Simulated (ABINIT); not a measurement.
# A GW chain in ABINIT: BaO (Fm-3m), part 2 of 3

Aim: the G0W0 gap of BaO (Fm-3m) on LDA, step by step.

ABINIT 10.8.3; LDA and many-body steps on it, plane waves. Known limits of the many-body steps: not at the basis limit; no spin-orbit coupling; coarse k mesh.

So far. Step 2 (Ground state): The gap is direct, at (0.500, 0.500, 0.000).

The database entry behind the starting cell differs from later determinations by our own check (about 0.7 % short), so it need not match the best structure at ambient conditions.

### 3. Bands along the symmetry lines

Level of this step: DFT, LDA, plane waves, norm-conserving pseudopotentials (ABINIT).

The cheap functional maps the bands first; the places of the edges decide which points the dearer methods must see.

run.abi reads:

```
acell 3*1.0 Angstrom
rprim 
  -0.000000000000 2.750000000000 2.750000000000
  2.750000000000 -0.000000000000 2.750000000000
  2.750000000000 2.750000000000 -0.000000000000
ntypat 2
znucl 56 8
natom 2
typat 1 2
xred 
  0.000000000000 0.000000000000 0.000000000000
  0.500000000000 0.500000000000 0.500000000000
pp_dirpath "pseudos"
pseudos "Ba.upf, O.upf"
ecut 36
iscf -2
irdden 1
kptopt 0
nkpt 50
kpt 
  0.00000000 0.00000000 0.00000000
  0.06250000 0.00000000 0.06250000
  0.12500000 0.00000000 0.12500000
  0.18750000 0.00000000 0.18750000
  0.25000000 0.00000000 0.25000000
  0.31250000 0.00000000 0.31250000
  0.37500000 0.00000000 0.37500000
  0.43750000 0.00000000 0.43750000
  0.50000000 0.00000000 0.50000000
  0.51562500 0.03125000 0.51562500
  0.53125000 0.06250000 0.53125000
  0.54687500 0.09375000 0.54687500
  0.56250000 0.12500000 0.56250000
  0.57812500 0.15625000 0.57812500
  0.59375000 0.18750000 0.59375000
  0.60937500 0.21875000 0.60937500
  0.62500000 0.25000000 0.62500000
  0.37500000 0.37500000 0.75000000
  0.32812500 0.32812500 0.65625000
  0.28125000 0.28125000 0.56250000
  0.23437500 0.23437500 0.46875000
  0.18750000 0.18750000 0.37500000
  0.14062500 0.14062500 0.28125000
  0.09375000 0.09375000 0.18750000
  0.04687500 0.04687500 0.09375000
  0.00000000 0.00000000 0.00000000
  0.06250000 0.06250000 0.06250000
  0.12500000 0.12500000 0.12500000
  0.18750000 0.18750000 0.18750000
  0.25000000 0.25000000 0.25000000
  0.31250000 0.31250000 0.31250000
  0.37500000 0.37500000 0.37500000
  0.43750000 0.43750000 0.43750000
  0.50000000 0.50000000 0.50000000
  0.50000000 0.46875000 0.53125000
  0.50000000 0.43750000 0.56250000
  0.50000000 0.40625000 0.59375000
  0.50000000 0.37500000 0.62500000
  0.50000000 0.34375000 0.65625000
  0.50000000 0.31250000 0.68750000
  0.50000000 0.28125000 0.71875000
  0.50000000 0.25000000 0.75000000
  0.50000000 0.21875000 0.71875000
  0.50000000 0.18750000 0.68750000
  0.50000000 0.15625000 0.65625000
  0.50000000 0.12500000 0.62500000
  0.50000000 0.09375000 0.59375000
  0.50000000 0.06250000 0.56250000
  0.50000000 0.03125000 0.53125000
  0.50000000 0.00000000 0.50000000
istwfk *1
nband 15
nbdbuf 2
tolwfr 1e-08
nstep 40
prtwf 0
prtvol 0
indata_prefix "in"
outdata_prefix "out"
tmpdata_prefix "tmp"
```

The run is started by

```
OMP_NUM_THREADS=1 mpirun -n 4 abinit run.abi > log
```

Numbers of over 12 decimals in the logs are rounded to 6 here.

The program printed:

```text
.Version 10.8.3 of ABINIT. v10.8.2 released Aug 2026.

 Symmetries : space group Fm -3 m (#225); Bravais cF (face-center cubic)
[... echo of the input left out ...]
== DATASET  1 ==================================================================
-   mpi_nproc: 4, omp_nthreads: 1 (-1 if OMP is not activated)

--- !DatasetInfo
iteration_state: {dtset: 1, }
dimensions: {natom: 2, nkpt: 50, mband: 15, nsppol: 1, nspinor: 1, nspden: 1, mpw: 2922, }
cutoff_energies: {ecut:  36.0, pawecutdg:  -1.0, }
electrons: {nelect:   1.60000000E+01, charge:   0.00000000E+00, occopt:   1.00000000E+00, tsmear:   1.00000000E-02, }

 Real(R)+Recip(G) space primitive vectors, cartesian coordinates (Bohr,Bohr^-1):
 R(1)=  0.0000000  5.1967468  5.1967468  G(1)= -0.0962140  0.0962140  0.0962140
 R(2)=  5.1967468  0.0000000  5.1967468  G(2)=  0.0962140 -0.0962140  0.0962140
 R(3)=  5.1967468  5.1967468  0.0000000  G(3)=  0.0962140  0.0962140 -0.0962140
 Unit cell volume ucvol=  2.8068854E+02 bohr^3
 Angles (23,13,12)=  6.00000000E+01  6.00000000E+01  6.00000000E+01 degrees

 getcut: wavevector=  0.0000  0.0000  0.0000  ngfft=  40  40  40
         ecut(hartree)=     36.000   => boxcut(ratio)=   2.01510

--- Pseudopotential description ------------------------------------------------
- Ba Generated using ONCVPSP code by D. R. Hamann
- 56.00000  10.00000  180309                  znucl, zion, pspdat
12 -1012 2 -1 1912                            pspcod,pspxc,lmax,lloc,mmax
     nproj     2     2     2
  pspatm : epsatm=   25.95172157
         --- l  ekb(1:nproj) -->
             0    6.668455    0.685657
             1    5.046948    0.410312
             2    2.551809    0.419281
 pspatm: atomic psp has been read  and splines computed

- O Generated using ONCVPSP code by D. R. Hamann
-  8.00000   6.00000  201201                  znucl, zion, pspdat
12 -1012 2 -1 926                             pspcod,pspxc,lmax,lloc,mmax
     nproj     2     2     1
  pspatm : epsatm=    6.27558587
         --- l  ekb(1:nproj) -->
[...]
2   -1.033686
 pspatm: atomic psp has been read  and splines computed

--------------------------------------------------------------------------------

================================================================================
 prteigrs : about to open file out_EIG
 Non-SCF case, kpt    1 (  0.00000  0.00000  0.00000), residuals and eigenvalues=
  2.93E-09  6.09E-09  1.24E-09  1.20E-09  3.14E-09  2.49E-09  5.38E-09  9.22E-09
  1.06E-09  1.65E-09  4.59E-09  8.47E-09  8.13E-09  9.41E-09  1.49E-09
 -7.4914E-01 -3.4096E-01 -1.7546E-01 -1.7546E-01 -1.7546E-01  1.8349E-01
  1.8349E-01  1.8349E-01  3.2599E-01  3.7068E-01  3.7068E-01  3.7068E-01
[...]
Non-SCF case, kpt    2 (  0.06250  0.00000  0.06250), residuals and eigenvalues=
  2.72E-09  1.42E-09  2.45E-09  4.23E-09  6.96E-09  3.07E-09  1.90E-09  1.76E-09
[...]
2.81E-09  4.53E-09  3.23E-09  5.36E-09  8.30E-09  1.28E-09  2.20E-09  5.94E-09
  3.90E-09  5.86E-09  5.83E-09  6.80E-09  2.43E-09  3.01E-09  9.98E-09
[...]
Non-SCF case, kpt   49 (  0.50000  0.03125  0.53125), residuals and eigenvalues=
[...]
Non-SCF case, kpt   50 (  0.50000  0.00000  0.50000), residuals and eigenvalues=
[...]
-7.3595E-01 -3.4828E-01 -2.3512E-01 -1.9901E-01 -1.9901E-01  1.9206E-01
  1.9206E-01  2.0015E-01  2.6634E-01  4.2303E-01  5.3345E-01  5.3729E-01
[...]
--- !ResultsGS
iteration_state: {dtset: 1, }
comment   : Summary of ground state results
lattice_vectors:
- [ -0.0000000,   5.1967468,   5.1967468, ]
- [  5.1967468,  -0.0000000,   5.1967468, ]
- [  5.1967468,   5.1967468,  -0.0000000, ]
lattice_lengths: [   7.34931,    7.34931,    7.34931, ]
lattice_angles: [ 60.000,  60.000,  60.000, ] # degrees, (23, 13, 12)
lattice_volume:   2.8068854E+02
convergence: {deltae:  0.000E+00, res2:  0.000E+00, residm:  9.918E-09, diffor:  0.000E+00, }
etotal    :  -4.47870849E+01
entropy   :   0.00000000E+00
fermie    :   2.00147958E-01
cartesian_stress_tensor: null
pressure_GPa: null
xred      :
- [  0.0000E+00,   0.0000E+00,   0.0000E+00, Ba]
- [  5.0000E-01,   5.0000E-01,   5.0000E-01,  O]
cartesian_forces: null
force_length_stats: {min: null, max: null, mean: null, }

 Integrated electronic density in atomic spheres:
 ------------------------------------------------
 Atom  Sphere_radius  Integrated_density
[...]
================================================================================

 ----iterations are completed or convergence reached----

 Mean square residual over all n,k,spin=   44.688E-10; max=  99.177E-10
 reduced coordinates (array xred) for    2 atoms
       0.000000000000      0.000000000000      0.000000000000
       0.500000000000      0.500000000000      0.500000000000

 cartesian coordinates (angstrom) at end:
    1      0.000000     0.000000     0.000000
    2      2.750000     2.750000     2.750000
 length scales=  1.889726125908  1.889726125908  1.889726125908 bohr
              =  1.000000000000  1.000000000000  1.000000000000 angstroms
 prteigrs : about to open file out_EIG
 Eigenvalues (hartree) for nkpt=  50  k points:
 kpt#   1, nband= 15, wtk=  1.00000, kpt=  0.0000  0.0000  0.0000 (reduced coord)
[...]
kpt#   2, nband= 15, wtk=  1.00000, kpt=  0.0625  0.0000  0.0625 (reduced coord)
[...]
kpt#   3, nband= 15, wtk=  1.00000, kpt=  0.1250  0.0000  0.1250 (reduced coord)
[...]
kpt#  49, nband= 15, wtk=  1.00000, kpt=  0.5000  0.0313  0.5313 (reduced coord)
  -0.73594   -0.34863   -0.23482   -0.19941   -0.19819    0.19013    0.19182    0.19995
   0.26830    0.42467    0.52495    0.53444    0.56743    0.57859    0.68642
 kpt#  50, nband= 15, wtk=  1.00000, kpt=  0.5000  0.0000  0.5000 (reduced coord)
  -0.73595   -0.34828   -0.23512   -0.19901   -0.19901    0.19206    0.19206    0.20015
   0.26634    0.42303    0.53345    0.53729    0.56740    0.56740    0.69560

== END DATASET(S) ==============================================================
================================================================================

 -outvars: echo values of variables after computation  --------
            nband          15
             nkpt          50
          spgroup         225
 [... the other variables as echoed above ...]

 Calculation completed.
```

It took 8.9 s on 4 MPI ranks of Arm Neoverse V1, shared host; peak memory 0.28 GiB.

This step gave:

- gap: 1.801 eV
- k of the valence top: 0.5, 0, 0.5
- k of the conduction bottom: 0.5, 0, 0.5
- least direct gap: 1.801 eV

The gap is 1.801 eV, as in the run before at this level.

Electronic bands along the path, in eV, zero at the top of the highest filled band; v1 is the highest filled band, c1 the lowest empty one:

```tsv
point	v4	v3	v2	v1	c1	c2	c3	c4
Γ	-10.22	-0.45	-0.45	-0.45	3.42	4.64	4.64	4.64
halfway	-10.50	-1.46	-0.42	-0.42	2.82	5.17	6.93	6.93
X	-10.86	-0.22	-0.22	0.00	1.80	6.06	9.07	9.17
halfway	-10.81	-0.48	-0.40	-0.04	2.21	6.40	7.88	9.27
U	-10.69	-1.02	-0.82	-0.16	3.28	6.49	7.12	8.71
jump to K	-10.69	-1.02	-0.82	-0.16	3.28	6.49	7.12	8.71
halfway	-10.26	-1.68	-1.39	-0.50	4.21	5.55	5.78	6.87
Γ	-10.22	-0.45	-0.45	-0.45	3.42	4.64	4.64	4.64
halfway	-10.29	-1.44	-1.08	-1.08	4.35	5.70	5.74	5.74
L	-10.35	-2.15	-1.60	-1.60	4.87	7.23	7.23	7.96
halfway	-10.32	-1.66	-1.00	-0.93	4.76	5.37	7.93	7.97
W	-10.27	-1.45	-0.23	-0.23	4.49	4.49	6.98	9.92
halfway	-10.57	-0.87	-0.28	-0.08	2.58	6.58	6.97	9.46
X	-10.86	-0.22	-0.22	0.00	1.80	6.06	9.07	9.17
```

The electronic bands as a text plot (rows in eV, shown from -8.0 to 7.0 only):

```
    6.7 |+    ++       ++++   +++     ++     +++  ++      +++++
    6.1 |    +    +++++         +++          ++     ++         ++
    5.4 |  ++ ++++         ++++++++++      ++         +     +
    4.8 |++  +              ++   +++++++++++   +++++++++++ +
    4.2 | +++              +  +++++++    ++++++           ++
    3.6 |++  +            +          ++++                   +
    2.9 |     ++         +
    2.3 |       +++    ++                                    +++
    1.7 |          ++++                                         +
    1.1 |
    0.4 |
   -0.2 |***********************   *****                *********
   -0.8 | *       *     ***     ******  *****         **     **
   -1.4 |  *******         ********        ******************
   -2.1 |                     **               *******
   -2.7 |
   -3.3 |
   -3.9 |
   -4.6 |
   -5.2 |
   -5.8 |
   -6.4 |
   -7.1 |
   -7.7 |
         Γ           X  U|K            Γ         L        W     X
```

### 4. Empty states on the mesh, 4×4×4 mesh, 35 bands

The sums over transitions need many empty states on a uniform mesh; this step solves for them.

run.abi reads:

```
acell 3*1.0 Angstrom
rprim 
  -0.000000000000 2.750000000000 2.750000000000
  2.750000000000 -0.000000000000 2.750000000000
  2.750000000000 2.750000000000 -0.000000000000
ntypat 2
znucl 56 8
natom 2
typat 1 2
xred 
  0.000000000000 0.000000000000 0.000000000000
  0.500000000000 0.500000000000 0.500000000000
pp_dirpath "pseudos"
pseudos "Ba.upf, O.upf"
ecut 36
ngkpt 4 4 4
nshiftk 1
shiftk 0 0 0
kptopt 1
chksymbreak 0
iscf -2
irdden 1
istwfk *1
nband 35
nbdbuf 4
tolwfr 1e-09
nstep 60
prtvol 0
indata_prefix "in"
outdata_prefix "out"
tmpdata_prefix "tmp"
```

The program printed:

```text
.Version 10.8.3 of ABINIT. v10.8.2 released Aug 2026.

 Symmetries : space group Fm -3 m (#225); Bravais cF (face-center cubic)
[... echo of the input left out ...]
== DATASET  1 ==================================================================
-   mpi_nproc: 4, omp_nthreads: 1 (-1 if OMP is not activated)

--- !DatasetInfo
iteration_state: {dtset: 1, }
dimensions: {natom: 2, nkpt: 8, mband: 35, nsppol: 1, nspinor: 1, nspden: 1, mpw: 2914, }
cutoff_energies: {ecut:  36.0, pawecutdg:  -1.0, }
electrons: {nelect:   1.60000000E+01, charge:   0.00000000E+00, occopt:   1.00000000E+00, tsmear:   1.00000000E-02, }

 Real(R)+Recip(G) space primitive vectors, cartesian coordinates (Bohr,Bohr^-1):
 R(1)=  0.0000000  5.1967468  5.1967468  G(1)= -0.0962140  0.0962140  0.0962140
 R(2)=  5.1967468  0.0000000  5.1967468  G(2)=  0.0962140 -0.0962140  0.0962140
 R(3)=  5.1967468  5.1967468  0.0000000  G(3)=  0.0962140  0.0962140 -0.0962140
 Unit cell volume ucvol=  2.8068854E+02 bohr^3
 Angles (23,13,12)=  6.00000000E+01  6.00000000E+01  6.00000000E+01 degrees

 getcut: wavevector=  0.0000  0.0000  0.0000  ngfft=  40  40  40
         ecut(hartree)=     36.000   => boxcut(ratio)=   2.01510

--- Pseudopotential description ------------------------------------------------
- Ba Generated using ONCVPSP code by D. R. Hamann
- 56.00000  10.00000  180309                  znucl, zion, pspdat
12 -1012 2 -1 1912                            pspcod,pspxc,lmax,lloc,mmax
     nproj     2     2     2
  pspatm : epsatm=   25.95172157
         --- l  ekb(1:nproj) -->
             0    6.668455    0.685657
             1    5.046948    0.410312
             2    2.551809    0.419281
 pspatm: atomic psp has been read  and splines computed

- O Generated using ONCVPSP code by D. R. Hamann
-  8.00000   6.00000  201201                  znucl, zion, pspdat
12 -1012 2 -1 926                             pspcod,pspxc,lmax,lloc,mmax
     nproj     2     2     1
  pspatm : epsatm=    6.27558587
         --- l  ekb(1:nproj) -->
[...]
2   -1.033686
 pspatm: atomic psp has been read  and splines computed

--------------------------------------------------------------------------------

================================================================================
 prteigrs : about to open file out_EIG
 Non-SCF case, kpt    1 (  0.00000  0.00000  0.00000), residuals and eigenvalues=
  4.59E-10  6.22E-10  5.82E-11  2.48E-10  7.29E-10  1.84E-10  4.59E-10  6.56E-10
  2.41E-10  6.74E-11  1.49E-10  9.74E-10  1.11E-10  5.31E-10  5.79E-10  1.43E-10
  3.42E-10  4.71E-10  1.61E-10  5.49E-10  8.82E-10  2.05E-10  5.64E-10  8.12E-10
[...]
-7.4914E-01 -3.4096E-01 -1.7546E-01 -1.7546E-01 -1.7546E-01  1.8349E-01
  1.8349E-01  1.8349E-01  3.2599E-01  3.7068E-01  3.7068E-01  3.7068E-01
  4.5780E-01  4.5780E-01  5.3982E-01  8.6013E-01  8.6013E-01  8.6013E-01
  1.0839E+00  1.0839E+00  1.0839E+00  1.1217E+00  1.1217E+00  1.1217E+00
  1.1939E+00  1.1939E+00  1.1939E+00  1.2069E+00  1.2271E+00  1.2271E+00
  1.4989E+00  1.5158E+00  1.5158E+00  1.5518E+00  1.5518E+00
 prteigrs : prtvol=0 or 1, do not print more k-points.

--- !ResultsGS
iteration_state: {dtset: 1, }
comment   : Summary of ground state results
lattice_vectors:
- [ -0.0000000,   5.1967468,   5.1967468, ]
- [  5.1967468,  -0.0000000,   5.1967468, ]
- [  5.1967468,   5.1967468,  -0.0000000, ]
lattice_lengths: [   7.34931,    7.34931,    7.34931, ]
lattice_angles: [ 60.000,  60.000,  60.000, ] # degrees, (23, 13, 12)
lattice_volume:   2.8068854E+02
convergence: {deltae:  0.000E+00, res2:  0.000E+00, residm:  9.999E-10, diffor:  0.000E+00, }
etotal    :  -4.47870849E+01
entropy   :   0.00000000E+00
fermie    :   2.00147958E-01
cartesian_stress_tensor: null
pressure_GPa: null
xred      :
- [  0.0000E+00,   0.0000E+00,   0.0000E+00, Ba]
- [  5.0000E-01,   5.0000E-01,   5.0000E-01,  O]
cartesian_forces: null
force_length_stats: {min: null, max: null, mean: null, }

 Integrated electronic density in atomic spheres:
 ------------------------------------------------
 Atom  Sphere_radius  Integrated_density
[...]
================================================================================

 ----iterations are completed or convergence reached----

 Mean square residual over all n,k,spin=   37.408E-11; max=  99.992E-11
 reduced coordinates (array xred) for    2 atoms
[...]
0.500000000000      0.500000000000      0.500000000000

 cartesian coordinates (angstrom) at end:
    1      0.000000     0.000000     0.000000
    2      2.750000     2.750000     2.750000
 length scales=  1.889726125908  1.889726125908  1.889726125908 bohr
              =  1.000000000000  1.000000000000  1.000000000000 angstroms
 prteigrs : about to open file out_EIG
 Eigenvalues (hartree) for nkpt=   8  k points:
 kpt#   1, nband= 35, wtk=  0.01563, kpt=  0.0000  0.0000  0.0000 (reduced coord)
[...]
0.86013    0.86013    1.08390    1.08390    1.08390    1.12175    1.12175    1.12175
   1.19395    1.19395    1.19395    1.20686    1.22713    1.22713    1.49887    1.51580
   1.51580    1.55180    1.55180
 prteigrs : prtvol=0 or 1, do not print more k-points.

== END DATASET(S) ==============================================================
================================================================================

 -outvars: echo values of variables after computation  --------
            nband          35
             nkpt           8
          spgroup         225
 [... the other variables as echoed above ...]

 Calculation completed.
```

Run time: 5.7 s. Hardware: 4 MPI ranks; peak memory 0.26 GiB.

Numbers from this step:

```
gap                                                           : 1.801 eV
k of the valence top                                          : 0.5, 0.5, 0
k of the conduction bottom                                    : 0.5, 0.5, 0
least direct gap                                              : 1.801 eV
k points computed                                             : 8
lowest point of the top converged band, above the valence top : 29.20 eV
```

On this mesh the gap is 1.801 eV.

### 5. Screening, 4×4×4 mesh, 31 bands, screening to 87.1 eV

The RPA dielectric matrix is built and inverted for each q.

This step: RPA screening on LDA, plane waves, norm-conserving pseudopotentials.

Edit run.abi of step 4 so:

```diff
@@ -20,10 +20,11 @@
 chksymbreak 0
-iscf -2
-irdden 1
 istwfk *1
-nband 35
-nbdbuf 4
-tolwfr 1e-09
-nstep 60
-prtvol 0
+occopt 1
+irdwfk 1
+optdriver 3
+nband 31
+ecuteps 3.2
+inclvkb 2
+awtr 1
+symchi 1
 indata_prefix "in"
```

The program printed:

```text
.Version 10.8.3 of ABINIT. v10.8.2 released Aug 2026.

 Symmetries : space group Fm -3 m (#225); Bravais cF (face-center cubic)
[... echo of the input left out ...]
== DATASET  1 ==================================================================
-   mpi_nproc: 4, omp_nthreads: 1 (-1 if OMP is not activated)

--- !DatasetInfo
iteration_state: {dtset: 1, }
dimensions: {natom: 2, nkpt: 8, mband: 31, nsppol: 1, nspinor: 1, nspden: 1, mpw: 2914, }
cutoff_energies: {ecut:  36.0, pawecutdg:  -1.0, }
electrons: {nelect:   1.60000000E+01, charge:   0.00000000E+00, occopt:   1.00000000E+00, tsmear:   1.00000000E-02, }

 SCREENING: Calculation of the susceptibility and dielectric matrices

 Based on a program developped by R.W. Godby, V. Olevano, G. Onida, and L. Reining.
 Incorporated in ABINIT by V. Olevano, G.-M. Rignanese, and M. Torrent.
.Using double precision arithmetic ; gwpc =  8

[... cell and pseudopotentials left out ...]
--------------------------------------------------------------------------------

 ==== K-mesh for the wavefunctions ====
 Number of points in the irreducible wedge :     8
[... list of points left out ...]
 Together with 48 symmetry operations and time-reversal symmetry
 yields    64 points in the full Brillouin Zone.

 ==== Q-mesh for the screening function ====
 Number of points in the irreducible wedge :     8
[... list of points left out ...]
 Together with 48 symmetry operations and time-reversal symmetry
 yields    64 points in the full Brillouin Zone.

 setmesh: FFT mesh size selected  =    25x   25x   25
          total number of points  =        15625

 vcoul_init : cutoff-mode = AUXILIARY_FUNCTION
 q-points for optical limit:   1
     1)      0.000010    0.000020    0.000030

- screening: taking advantage of time-reversal symmetry
- Maximum band index for partially occupied states nbvw = 8
- Remaining bands to be divided among processors   nbcw = 23
- Number of bands treated by each node ~5

 Number of electrons calculated from density =   16.0000; Expected =   16.0000
 average of density, n =  0.057003
 r_s =    1.6119
 omega_plasma =   23.0305 [eV]

 calculating chi0 at frequencies [eV] :
  1    0.000000E+00    0.000000E+00
  2    0.000000E+00    2.303049E+01

--------------------------------------------------------------------------------
  q-point number  1        q = ( 0.000000, 0.000000, 0.000000) [r.l.u.]
--------------------------------------------------------------------------------
[... chi0 elements left out ...]
 For q-point:  0.000010 0.000020 0.000030
  dielectric constant =   4.3593
  dielectric constant without local fields =   4.8009

  Average fulfillment of the sum rule on Im[epsilon] for q-point    1 :     44.57  [%]
[... wings left out ...]
  q-point number  2        q = ( 0.250000, 0.000000, 0.000000) [r.l.u.]
--------------------------------------------------------------------------------
[... chi0 elements left out ...]
  Average fulfillment of the sum rule on Im[epsilon] for q-point    2 :     72.03  [%]

 [... 6 further q-points ...]
```

Wall time 4.2 s (4 MPI ranks); peak memory 0.43 GiB; 16 s of CPU time.

This step gave:

* ε∞ with local fields, on this mesh, along the program's q direction: 4.359
* the same without local fields: 4.801
* plasma frequency: 23.03 eV
* plane waves in the screening matrix: 65

Local fields lower ε∞ by 9 %. On a Γ-centred mesh this coarse the value itself is usually too large, while a short band sum pulls it down.

[end of part 2 of 3]

[Paths, hosts, dates, memory and timing lines, banners, echoed tables and standing remarks are left out of the program output.]

[Logs are printed without paths, hosts, clocks, repeated set-up lines and the standing remarks that a program may print on its own settings, such as how far it seeks lower states.]

[Runs of the session that timed out or met a known fault of the program may be left out.]

[Hosts, paths, dates, database ids (printed as entryN), source tags and the programs' standing remarks are cut or masked in the printed files.]

[G0W0 gaps are taken among the corrected bands and points alone; a level outside them can change the order at an edge.]

[Where Ansatz stands beside ABINIT at settings called matched, ABINIT's density can come from a denser mesh and the files from another edition; pairs whose starting gaps differed by over 0.03 eV were left out, so agreement reads better than it is.]
